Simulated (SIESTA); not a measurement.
Sb:

```
Sb
1.0
     2.15420    1.24373    3.75800
    -2.15420    1.24373    3.75800
     0.00000   -2.48746    3.75800
Sb
2
Direct
  0.76651 0.76651 0.76651
  0.23349 0.23349 0.23349
```

Base run:

```yaml
Program: SIESTA 5.4.2
Functional: BLYP
Potentials_or_basis: PseudoDojo 0.4 standard (PBE files)
Basis: DZP (energy shift 0.003 Ry; two zetas on semicore shells)
Grid_cutoff: 500 Ry
Energy_shift: 0.003 Ry
k_mesh: 8 × 8 × 8
Occupations: fermi-dirac, width 0.05 eV
Spin: no spin polarisation
```

Its results: band gap on the k mesh none (metal or under the smearing width); pressure 7.9 GPa; largest force 0.356 eV/Å.

Task: After a change of settings the same cell gave: band gap on the k mesh none (metal or under the smearing width); pressure 3.6 GPa; largest force 0.380 eV/Å. Which change was it?
A. functional from BLYP to PBE
B. functional from BLYP to LDA; potentials or basis from PseudoDojo 0.4 standard (PBE files) to PseudoDojo 0.4 standard (LDA files)
C. functional from BLYP to WC; potentials or basis from PseudoDojo 0.4 standard (PBE files) to PseudoDojo 0.4 standard (PBEsol files)
D. functional from BLYP to revPBE

Result: A.

PBE binds more tightly than BLYP, so the same cell stands under less pressure.

Caveats: spin-orbit coupling is left out, which moves the levels of the heavy elements; the basis of atomic orbitals isn't converged, which shifts pressures, moduli and gaps; the potentials were made for another functional, which shifts forces and pressure (some runs).
